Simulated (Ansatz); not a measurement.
# Ru under changes of volume

One of the cells (13.575 Å³/atom); the others are scaled copies at fixed shape and fractional positions:

```
Ru
1.0
     2.70580    0.00000    0.00000
    -1.35290    2.34329    0.00000
     0.00000    0.00000    4.28190
Ru
2
Direct
  0.66667 0.33333 0.75000
  0.33333 0.66667 0.25000
```

* Program: Ansatz 0.2.0
* Functional: PBE0
* Potentials or basis: Ansatz PAW
* Cutoff: 420 eV (not typed: the program's choice for these potentials)
* k mesh: 6 × 6 × 4
* Occupations: fermi-dirac, width 0.05 eV
* Spin: no spin polarisation

```tsv
volume (Å³/atom)	energy over the lowest point (meV/atom)	pressure (GPa)
12.760	19.83	14.4
13.032	?	?
13.303	0.00	-2.0
13.575	9.36	-8.9
13.846	29.65	-15.0
14.118	59.66	-20.3
14.389	98.24	-25.1
```

Question: What does the run at 13.032 Å³/atom give?

Answer: Energy over the lowest point 2.97 meV/atom; pressure 5.7 GPa.

Worked out: A Birch-Murnaghan fit of order 3 (a polynomial in V^(-2/3)) to the other rows has its minimum at 13.23 Å³/atom with B0 = V·E''(V) = 365 GPa and B' = 4.8 at fixed shape and positions, which overstates the stiffness. It gives 2.96 meV/atom at 13.032 Å³/atom, against the run's 2.97, and -dE/dV = 5.7 GPa, against 5.7.

Energies are extrapolated to zero smearing.

Caveats: all runs use coarse meshes; the PAW data sets come from PBE, with cores solved anew for the run's functional, which leaves a small shift of forces and pressure; the thresholds are loose for stress.
